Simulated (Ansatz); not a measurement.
## Structures of KI: which is lowest?

Plane-wave DFT in Ansatz with scalar-relativistic PAW potentials, cutoff 500 eV, Γ-centred meshes chosen by cell and gap, Gaussian smearing with energies taken to zero width. Every cell was relaxed (cell and atoms) in a run of its own, within the symmetry of its start. Functional: r2SCAN.

Relaxed structures (starts from databases or built by putting these elements on another compound's sites):
A. P6_3/mmc, 4 atoms in the computed cell, a = 4.906 Å, c = 8.582 Å; sites (symmetry × multiplicity) K -3m. × 2, I -6m2 × 2; start: database
B. Fm-3m, 2 atoms in the computed cell, a = 7.092 Å; sites (symmetry × multiplicity) K m-3m × 4, I m-3m × 4; start: database
C. Pm-3m, 2 atoms in the computed cell, a = 4.295 Å; sites (symmetry × multiplicity) K m-3m × 1, I m-3m × 1; start: built

Rank them by energy. Could pressure change the order?

```tsv
structure	group	E − E(lowest) (meV/atom)	V (Å³/atom)	gap on mesh (eV)
B	Fm-3m	0.0	44.59	4.58
A	P6_3/mmc	20.6	44.72	4.50
C	Pm-3m	60	39.60	4.04
```

B is lowest, 21 meV/atom under A. C is denser by 4.98 Å³/atom, so pressure favours it: ΔE/ΔV, with ΔE in eV and 1 eV/Å³ = 160.2 GPa, gives about 1.9 GPa for equal enthalpy if both cells were rigid, a rough figure since the two compress differently. Other structures may lie lower than all of these, and vibrations aren't counted.

Spin-orbit coupling is left out, which matters for the bands of heavy elements.